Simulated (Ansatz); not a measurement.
Crystal: Cu.

```
CELL_PARAMETERS angstrom
0.00000 1.80750 1.80750
1.80750 0.00000 1.80750
1.80750 1.80750 0.00000
ATOMIC_POSITIONS crystal
Cu 0.00000 0.00000 0.00000
```

- Program: Ansatz 0.2.0
- Task: relaxation of cell and atoms
- Functional: revPBE
- Potentials or basis: Ansatz PAW
- Cutoff: 420 eV (not typed: the program's choice for these potentials)
- k mesh: 13 × 13 × 13
- Occupations: fermi-dirac, width 0.05 eV
- Spin: no spin polarisation

At the start: volume 11.81 Å³/atom.

How do energy, volume and symmetry change on relaxing?

It ends after 7 steps and the volume is 12.25 Å³/atom (+3.8 %); space group Fm-3m (No. 225, to 0.05 Å).

The path:
```
step  energy change (eV)  largest force (eV/Å)  volume (Å³)
   1              0.0000                0.0000        11.81
   2             -0.0050                0.0000        12.02
   3             -0.0066                0.0000        12.24
   4             -0.0066                0.0000        12.26
   5             -0.0070                0.0000        12.26
   6             -0.0070                0.0000        12.25
   7             -0.0070                0.0000        12.25
```

Final structure:
```xyz
1
Lattice="0.0000 1.8298 1.8298 1.8298 0.0000 1.8298 1.8298 1.8298 0.0000" Properties=species:S:1:pos:R:3 pbc="T T T"
Cu    0.0000    0.0000    0.0000
```

Caveat: the plane-wave basis is chosen anew once the cell has moved, so the energies of steps on either side of that aren't comparable; the PAW data sets come from PBE, with cores solved anew for the run's functional, which leaves a small shift of forces and pressure.
